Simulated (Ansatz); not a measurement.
The system is PbO2.

```
Pb O
1.0
     4.99496    0.00000    0.00000
     0.00000    4.99496    0.00000
     0.00000    0.00000    3.40900
Pb O
2 4
Direct
  0.50000 0.50000 0.50000
  0.00000 0.00000 0.00000
  0.69257 0.69257 0.00000
  0.80743 0.19257 0.50000
  0.19257 0.80743 0.50000
  0.30743 0.30743 0.00000
```

The cell is a database's computed one.

- Program: Ansatz 0.2.0
- Task: relaxation of cell and atoms
- Functional: LDA
- Potentials or basis: Ansatz PAW
- Cutoff: 420 eV (not typed: the program's choice for these potentials)
- k mesh: 6 × 6 × 8
- Occupations: fermi-dirac, width 0.05 eV
- Spin: no spin polarisation

At the start: volume 14.18 Å³/atom.

Problem. Where does the relaxation end?

Solution. It ends after 8 steps and the volume is 13.77 Å³/atom (-2.9 %); space group P4_2/mnm (No. 136, to 0.05 Å).

The path:
```csv
step,energy change (eV),largest force (eV/Å),volume (Å³)
1,0.0000,0.0523,85.05
2,-0.0411,0.0576,82.43
3,-0.0402,0.0086,82.79
4,-0.0404,0.0031,82.76
5,-0.0405,0.0023,82.75
6,-0.0303,0.0027,82.75
7,-0.0310,0.0004,82.63
8,-0.0303,0.0004,82.63
```

Final structure:
```xyz
6
Lattice="4.9374 0.0000 0.0000 0.0000 4.9374 0.0000 0.0000 0.0000 3.3893" Properties=species:S:1:pos:R:3 pbc="T T T"
Pb    2.4687    2.4687    1.6947
Pb    0.0000    0.0000    0.0000
O     3.4197    3.4197    0.0000
O     3.9865    0.9510    1.6947
O     0.9510    3.9865    1.6947
O     1.5177    1.5177    0.0000
```

Caveat: the plane-wave basis is chosen anew once the cell has moved, so the energies of steps on either side of that aren't comparable; the pressure holds a Pulay correction of +0.8 GPa for the finite cutoff; the PAW data sets come from PBE, with cores solved anew for the run's functional, which leaves a small shift of forces and pressure.
